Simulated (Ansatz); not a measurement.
# SiC (Moissanite) (P6_3mc) in Ansatz: notebook

One crystal, SiC (Moissanite), is run at these levels: RPBE+D4; tasks: single point, equation of state.

Program: Ansatz 0.2.0. These are calculated values, not measurements. Logs are shortened: lines on timing, memory, paths and dates and some standing lists are left out, and cuts for length are marked.

## (1) Starting point

Symmetry: P6_3mc, No. 186, hexagonal system. The conventional cell has a = 3.076 Å, b = 3.076 Å, c = 5.048 Å, α = 90.00°, β = 90.00°, γ = 120.00°. Si (site symmetry 3m) is surrounded by 4 C at 1.87 to 1.94 Å. Around C (site symmetry 3m) lie 4 Si at 1.87 to 1.94 Å.

## (2) Single point, RPBE+D4, 9.72 Å³/atom (volume scaled by 0.94)

Input file input.yaml:

```yaml
crystal:
  lattice:
    - [3.0132068704, 0.0, 0.0]
    - [-1.5066034352, 2.6095136966, 0.0]
    - [0.0, 0.0, 4.9449506768]
  atoms:
    - { symbol: Si, position: [0.6666666667, 0.3333333333, 0.5] }
    - { symbol: Si, position: [0.3333333333, 0.6666666667, 0.0] }
    - { symbol: C, position: [0.6666666667, 0.3333333333, 0.885] }
    - { symbol: C, position: [0.3333333333, 0.6666666667, 0.385] }
hamiltonian:
  xc: rpbe
  pseudopotentials: { kind: paw }
  dispersion: d4
kpoints:
  mp_grid: { grid: [10, 10, 5] }
scf:
  occupations: { method: fermi_dirac, width: 0.05 }
output:
  forces: true
  stress: true
  eigenvalues: true
```

Potentials or basis: Ansatz PAW.

Command:

```sh
$ ansatz run input.yaml --threads 2 --pin off --max-ram 5120MiB --backend cpu --events-out ev --progress --plain --runs-dir out
```

Log:

```text
Warning: RAYON_NUM_THREADS=2 ignored (pool sized by the plan → 2); use --threads N
Engine: ansatz 0.2.0, aarch64-unknown-linux-gnu
Pseudopotentials: kind: paw
Pseudopotential: Si, paw, valence charge 4, recommended cutoff 420 eV (normal), Si.paw.azcp
Pseudopotential: C, paw, valence charge 4, recommended cutoff 420 eV (normal), C.paw.azcp
Functional definition: RPBE
  parameter kappa = 0.804
  parameter beta = 0.06672455060314922
  exchange = rpbe_x(kappa = kappa, mu = beta*pi^2/3)
  correlation = pbe_c(beta = beta)
Crystal: 4 atoms, lattice volume = 38.882 Å³
Basis set: ecut = 420 eV, 749 PW (Γ), exchange–correlation on 48×48×72 points (8 copies of the dense FFT grid, shifted against one another)
Bands: 12, of which v1, the nominal top of the filled ones, is band 8 counted from 1 (7 counted from 0)
Symmetry: 12 space group operations
Space group: P63mc (ITA 186), of the structure as read, at distance tolerance 3.4e-5 Å
k-points: 42 of 500 (time reversal used)
Non-local potential: Si, projectors of the file, l = 0: 2, l = 1: 2, l = 2: 2
Non-local potential: C, projectors of the file, l = 0: 2, l = 1: 2, l = 2: 1
PAW form: soft (Blöchl's): semilocal exchange-correlation on the pseudo side does not see the compensation charge
PAW frozen core: Si, regenerated for the run's functional, and the local potential with it (the file was generated under x = pbe(κ = 0.804, μ = 0.2195149727645171), c = pbe(β = 0.06672455060314922))
PAW frozen core: C, regenerated for the run's functional, and the local potential with it (the file was generated under x = pbe(κ = 0.804, μ = 0.2195149727645171), c = pbe(β = 0.06672455060314922))
PAW one-centre angular grid: Si, 110 points (default); XC on 64 Gauss nodes
PAW one-centre angular grid: C, 110 points (default); XC on 64 Gauss nodes
Initial density: superposition of atomic densities (neutral atoms: chi_scale 0, normalization atom), corrected by the library's trained network
Initial wavefunctions: pseudopotential atomic-orbital guess
Functional: x = rpbe, c = pbe(β = 0.06672455060314922)
SCF iter   1: F=—  HF=-1785.684547 eV  |F-HF|=—  |Δ(HF+E_count)|=         —  Δρ=3.26e-3  dr2=2.56e-3  ethr=1.77e-3  ⟨swp⟩=5.2  Hψ=3326  notcnv=0
preconditioner: auto → none  [insulator: Δε(μ)=2.391 eV  Ē_g=12.409 eV  σ=0.050 eV  W_gap=1.00  n_scr=2 (ndim 8)  ℏωp=23.8 eV  f_vac=0.000  D(μ)=0.00/eV (n_scr^D=0)  ε∞_Penn≈4.7]
SCF iter   2: F=—  HF=-1785.684235 eV  |F-HF|=—  |Δ(HF+E_count)|=   3.13e-4  Δρ=1.22e-3  dr2=3.20e-4  ethr=1.60e-5  ⟨swp⟩=2.5  Hψ=1175  notcnv=0
SCF iter   3: F=—  HF=-1785.684221 eV  |F-HF|=—  |Δ(HF+E_count)|=   1.36e-5  Δρ=4.49e-4  dr2=3.85e-5  ethr=2.00e-6  ⟨swp⟩=2.4  Hψ=843  notcnv=0
SCF iter   4: F=—  HF=-1785.684177 eV  |F-HF|=—  |Δ(HF+E_count)|=   4.37e-5  Δρ=8.03e-5  dr2=1.05e-6  ethr=2.40e-7  ⟨swp⟩=2.0  Hψ=796  notcnv=0
iter 5 did not close the SCF: its close was put off for the readings that it lacked (scf_convergence_deferred on its scf_iter line)
SCF iter   5: F=-1785.684179 eV  HF=-1785.684179 eV  |F-HF|=2.06e-9  |Δ(HF+E_count)|=   1.70e-6  Δρ=1.15e-5  dr2=4.02e-8  ethr=6.55e-9  ⟨swp⟩=2.0  Hψ=829  notcnv=0
SCF iter   6: F=-1785.684179 eV  HF=-1785.684179 eV  |F-HF|=1.12e-9  |Δ(HF+E_count)|=   1.59e-8  Δρ=2.32e-6  dr2=1.30e-9  ethr=2.51e-10  ⟨swp⟩=2.4  Hψ=1843  notcnv=0
SCF 1 converged in 6 iterations: F = -1785.684179 eV  dr2 = 1.30e-9
SCF converged after 6 iterations
Free energy (F): -1785.684179 eV
Harris-Foulkes:  -1785.684179 eV  (|F-HF|=1.12e-9)
Internal energy: -1785.684179 eV  (E = F + TS)
E sigma→0 (E₀):  -1785.684179 eV
Fermi energy:    11.863411 eV
--- Per-component energies (eV) ---
  E_band       = 69.091971
  E_kinetic    = 278.517029
  E_local      = -201.214448  (includes V_loc(G=0)·N_el)
  E_nonlocal   = 103.058539
  E_hartree    = 64.044283
  E_xc         = -213.745450
  E_vxc        = -221.783417  (∫ρ·V_xc dr)
  E_paw        = -1232.826439  (= ΣΔE_a)
  E_vpaw       = -17.573967  (= ΣTr[D̂ρ^β])
  E_aug_tail   = 0.000029  (compensation charges beyond the density's cutoff)
  E_ewald      = -580.419505
  E_disp       = -3.020621  (pairwise vdW)
  E_core_change = -0.077595  (= ΣΔE_core)
  E_smearing   = -0.000000  (= −TS)
  E_closure    = 0.000000  (closes the sum)
  Σ components = -1785.684179   (vs F -1785.684179, Δ=0.00e0)
--- Forces (eV/Å), atoms counted from 1 ---
  atom   1  Si     0.00000000     0.00000000     0.85821261
  atom   2  Si     0.00000000    -0.00000000     0.85821261
  atom   3  C      0.00000000     0.00000000    -0.85821301
  atom   4  C     -0.00000000    -0.00000000    -0.85821301
  max |Σ_I F_I| component: 7.97e-7 eV/Å
--- Stress (GPa, compression-positive) ---
       14.316411      -0.000000       0.000000
        0.000000      14.316411       0.000000
        0.000000       0.000000       6.913014
  P = ⅓ Tr σ = 11.8486 GPa (118.486 kbar)
--- Band table (eV; the first three rows and the last of 42) ---
  k-point 0: bands = ["-5.5692", "-1.8415", "1.6249", "9.1033", "9.1033", "10.4173", "10.4173", "10.6907", "15.8947", "17.3605", "17.6078", "17.6078"]
  k-point 1: bands = ["-5.3651", "-2.6019", "2.7192", "9.2130", "9.2130", "9.6008", "10.2738", "10.2738", "16.0770", "17.6577", "17.6577", "18.1079"]
  k-point 2: bands = ["-4.7618", "-3.7964", "4.8836", "7.3348", "9.5144", "9.5144", "9.9183", "9.9183", "16.6090", "17.4291", "17.9539", "17.9539"]
  k-point 41: bands = ["-0.8435", "-0.4779", "2.5594", "2.8862", "4.3900", "5.2006", "8.4088", "8.8693", "15.5692", "15.8556", "16.6399", "17.8148"]
```

Wall time 1.4 s (2 threads of Arm Neoverse V2, shared host); peak memory 0.37 GiB.

What came out:

```yaml
Free_energy: -1785.6842 eV
Pressure: 11.8 GPa
Largest_force: 0.858 eV/Å
Band_gap_on_the_k_mesh: 2.41 eV, indirect (least direct gap 4.25 eV)
```

Caveat: odd divisions of the mesh miss points on the zone boundary, where band edges often lie, so the gap on the mesh can be too wide; the PAW data sets come from PBE, with cores solved anew for the run's functional, which leaves a small shift of forces and pressure.

## (3) Single point, RPBE+D4, 9.93 Å³/atom (volume scaled by 0.96)

Changes to input.yaml since step 2:

```diff
@@ -2,5 +2,5 @@
   lattice:
-    - [3.0132068704, 0.0, 0.0]
-    - [-1.5066034352, 2.6095136966, 0.0]
-    - [0.0, 0.0, 4.9449506768]
+    - [3.0344273363, 0.0, 0.0]
+    - [-1.5172136681, 2.6278911591, 0.0]
+    - [0.0, 0.0, 4.9797754205]
   atoms:
```

Potentials or basis: Ansatz PAW.

Command:

```sh
$ ansatz run input.yaml --threads 2 --pin off --max-ram 5120MiB --backend cpu --events-out ev --progress --plain --runs-dir out
```

Wall time 1.4 s (2 threads of Arm Neoverse V2, shared host); peak memory 0.37 GiB.

It converged, with:

```
Free energy            : -1785.7311 eV
Pressure               : 6.4 GPa
Largest force          : 0.817 eV/Å
Band gap on the k mesh : 2.45 eV, indirect (least direct gap 4.21 eV)
```

Caveat: odd divisions of the mesh miss points on the zone boundary, where band edges often lie, so the gap on the mesh can be too wide; the PAW data sets come from PBE, with cores solved anew for the run's functional, which leaves a small shift of forces and pressure.

## (4) Single point, RPBE+D4, 10.13 Å³/atom (volume scaled by 0.98)

Changes to input.yaml since step 3:

```diff
@@ -2,5 +2,5 @@
   lattice:
-    - [3.0344273363, 0.0, 0.0]
-    - [-1.5172136681, 2.6278911591, 0.0]
-    - [0.0, 0.0, 4.9797754205]
+    - [3.0553550827, 0.0, 0.0]
+    - [-1.5276775413, 2.6460151191, 0.0]
+    - [0.0, 0.0, 5.0141197845]
   atoms:
@@ -22 +22,5 @@
   eigenvalues: true
+  write_density: true
+  write_potential: true
+  elf: true
+  volumetric_format: npy
```

Command:

```sh
$ ansatz run input.yaml --threads 2 --pin off --max-ram 5120MiB --backend cpu --events-out ev --progress --plain --runs-dir out
```

Wall time 1.8 s (2 threads of Arm Neoverse V2, shared host); peak memory 0.38 GiB.

Results (log left out):

```
Free energy            : -1785.7512 eV
Pressure               : 1.5 GPa
Largest force          : 0.777 eV/Å
Band gap on the k mesh : 2.49 eV, indirect (least direct gap 4.16 eV)
```

Caveat: odd divisions of the mesh miss points on the zone boundary, where band edges often lie, so the gap on the mesh can be too wide; the PAW data sets come from PBE, with cores solved anew for the run's functional, which leaves a small shift of forces and pressure.

## (5) Single point, RPBE+D4, 10.34 Å³/atom

Changes to input.yaml since step 4:

```diff
@@ -2,5 +2,5 @@
   lattice:
-    - [3.0553550827, 0.0, 0.0]
-    - [-1.5276775413, 2.6460151191, 0.0]
-    - [0.0, 0.0, 5.0141197845]
+    - [3.076, 0.0, 0.0]
+    - [-1.538, 2.663894142, 0.0]
+    - [0.0, 0.0, 5.048]
   atoms:
@@ -22,5 +22 @@
   eigenvalues: true
-  write_density: true
-  write_potential: true
-  elf: true
-  volumetric_format: npy
```

Command:

```sh
$ ansatz run input.yaml --threads 2 --pin off --max-ram 5120MiB --backend cpu --events-out ev --progress --plain --runs-dir out
```

Run time: 1.4 s. Hardware: 2 threads of Arm Neoverse V2, shared host; peak memory 0.37 GiB.

Results (log left out):

```yaml
Free_energy: -1785.7473 eV
Pressure: -2.9 GPa
Largest_force: 0.739 eV/Å
Band_gap_on_the_k_mesh: 2.52 eV, indirect (least direct gap 4.12 eV)
```

Caveat: odd divisions of the mesh miss points on the zone boundary, where band edges often lie, so the gap on the mesh can be too wide; the PAW data sets come from PBE, with cores solved anew for the run's functional, which leaves a small shift of forces and pressure.

## (6) Single point, RPBE+D4, 10.55 Å³/atom (volume scaled by 1.02)

Changes to input.yaml since step 5:

```diff
@@ -2,5 +2,5 @@
   lattice:
-    - [3.076, 0.0, 0.0]
-    - [-1.538, 2.663894142, 0.0]
-    - [0.0, 0.0, 5.048]
+    - [3.0963714546, 0.0, 0.0]
+    - [-1.5481857273, 2.6815363392, 0.0]
+    - [0.0, 0.0, 5.0814314379]
   atoms:
@@ -22 +22,5 @@
   eigenvalues: true
+  write_density: true
+  write_potential: true
+  elf: true
+  volumetric_format: npy
```

Potentials or basis: Ansatz PAW.

Command:

```sh
$ ansatz run input.yaml --threads 2 --pin off --max-ram 5120MiB --backend cpu --events-out ev --progress --plain --runs-dir out
```

Run time: 1.8 s. Hardware: 2 threads of Arm Neoverse V2, shared host; peak memory 0.38 GiB.

It converged, with:

```
Free energy            : -1785.7215 eV
Pressure               : -6.9 GPa
Largest force          : 0.703 eV/Å
Band gap on the k mesh : 2.56 eV, indirect (least direct gap 4.08 eV)
```

Caveat: odd divisions of the mesh miss points on the zone boundary, where band edges often lie, so the gap on the mesh can be too wide; the PAW data sets come from PBE, with cores solved anew for the run's functional, which leaves a small shift of forces and pressure.

## (7) Single point, RPBE+D4, 10.75 Å³/atom (volume scaled by 1.04)

Changes to input.yaml since step 6:

```diff
@@ -2,5 +2,5 @@
   lattice:
-    - [3.0963714546, 0.0, 0.0]
-    - [-1.5481857273, 2.6815363392, 0.0]
-    - [0.0, 0.0, 5.0814314379]
+    - [3.1164783262, 0.0, 0.0]
+    - [-1.5582391631, 2.6989494007, 0.0]
+    - [0.0, 0.0, 5.1144286705]
   atoms:
@@ -22,5 +22 @@
   eigenvalues: true
-  write_density: true
-  write_potential: true
-  elf: true
-  volumetric_format: npy
```

Command:

```sh
$ ansatz run input.yaml --threads 2 --pin off --max-ram 5120MiB --backend cpu --events-out ev --progress --plain --runs-dir out
```

Wall time 1.4 s (2 threads of Arm Neoverse V2, shared host); peak memory 0.38 GiB.

It converged, with:

```yaml
Free_energy: -1785.6763 eV
Pressure: -10.5 GPa
Largest_force: 0.668 eV/Å
Band_gap_on_the_k_mesh: 2.56 eV, indirect (least direct gap 4.04 eV)
```

Caveat: odd divisions of the mesh miss points on the zone boundary, where band edges often lie, so the gap on the mesh can be too wide; the PAW data sets come from PBE, with cores solved anew for the run's functional, which leaves a small shift of forces and pressure.

## (8) Single point, RPBE+D4, 10.96 Å³/atom (volume scaled by 1.06)

Changes to input.yaml since step 7:

```diff
@@ -2,5 +2,5 @@
   lattice:
-    - [3.1164783262, 0.0, 0.0]
-    - [-1.5582391631, 2.6989494007, 0.0]
-    - [0.0, 0.0, 5.1144286705]
+    - [3.1363290418, 0.0, 0.0]
+    - [-1.5681645209, 2.7161406248, 0.0]
+    - [0.0, 0.0, 5.1470055276]
   atoms:
```

Command:

```sh
$ ansatz run input.yaml --threads 2 --pin off --max-ram 5120MiB --backend cpu --events-out ev --progress --plain --runs-dir out
```

Wall time 1.4 s (2 threads of Arm Neoverse V2, shared host); peak memory 0.38 GiB.

The run converged. Its results:

```yaml
Free_energy: -1785.6134 eV
Pressure: -13.8 GPa
Largest_force: 0.633 eV/Å
Band_gap_on_the_k_mesh: 2.53 eV, indirect (least direct gap 4.01 eV)
```

Caveat: odd divisions of the mesh miss points on the zone boundary, where band edges often lie, so the gap on the mesh can be too wide; the PAW data sets come from PBE, with cores solved anew for the run's functional, which leaves a small shift of forces and pressure.

## (9) Equation of state, RPBE+D4

Potentials or basis: Ansatz PAW.

No new run: the results of the series are fitted here.

Results:

```
Equilibrium volume                        : 10.20 Å³/atom
Bulk modulus at fixed shape and positions : 222 GPa
Pressure derivative of the bulk modulus   : 4.2
```

Energy against volume, from the lowest point:
| volume (Å³/atom) | energy (meV/atom) |
| --- | --- |
| 9.721 | 16.76 |
| 9.927 | 5.03 |
| 10.134 | 0.00 |
| 10.341 | 0.98 |
| 10.548 | 7.41 |
| 10.755 | 18.73 |
| 10.961 | 34.44 |

Caveat: the potentials were made for another functional, which shifts forces and pressure; the cell was scaled at fixed shape and fractional positions, which overstates the stiffness of a crystal with free parameters, most of all of layers and chains.
